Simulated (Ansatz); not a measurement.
**What DFT gives for Cs**

```xyz
1
Lattice="-2.4510 2.4510 2.0220 2.4510 -2.4510 2.0220 2.4510 2.4510 -2.0220" Properties=species:S:1:pos:R:3 pbc="T T T"
Cs    0.0000    0.0000    0.0000
```

Level: PBE, spin-orbit coupling; 420 eV; 11×11×11 Γ-centred mesh; gaussian occupations (width 0.117 eV); Ansatz 0.2.0, fixed geometry.

The state carries no moments; the state need not be the lowest.

(1) Is there a gap?

(2) Is the cell too large or too small?

Origin: a known structure type with other elements, at an estimated volume, so it need not be a known compound. Caveats: started without moments under time reversal, so no moment could form.

Answers

(1) It is a metal, with about 1.7 states/eV a cell as the mean within 0.25 eV of the Fermi level.

(2) The pressure is 5.3 GPa (compression positive), so with the atoms held at these fractions the cell would first expand.
